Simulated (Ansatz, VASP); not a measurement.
# One calculation of HfB, two programs

```
Hf B
1.0
     0.00000    2.41688    2.41688
     2.41688    0.00000    2.41688
     2.41688    2.41688    0.00000
Hf B
1 1
Direct
  0.50000 0.50000 0.50000
  0.00000 0.00000 0.00000
```

Alike in both runs: functional PBE; k mesh 16 × 16 × 16; occupations gaussian, width 0.1 eV; no spin polarisation.

Ansatz relaxed the structure, and its values are those at the end. VASP's run is a single point on that final structure, the one shown.

|  | VASP | Ansatz |
| --- | --- | --- |
| version | VASP 6.6.1 | Ansatz 0.2.0 |
| potentials or method | VASP PAW PBE potentials, release 64 (Hf_pv, B) | scalar-relativistic, plane waves, PAW |
| plane-wave cutoff (eV) | 520 | 520 |
| valence electrons in the cell | 13 | 29 |

VASP gave:

| Quantity | Value |
| --- | --- |
| gap on the k mesh at the Fermi level (eV) | none |
| pressure (GPa) | 0.1 |

Question: Estimate Ansatz's values.

Answer: gap on the k mesh at the Fermi level (eV): none; pressure (GPa): 0.0.

A gap of «none» marks a metal or a gap that the smearing closes. The two sets of potentials don't hold the same shells in valence.

Spin-orbit coupling is left out, which matters for the levels of Hf.
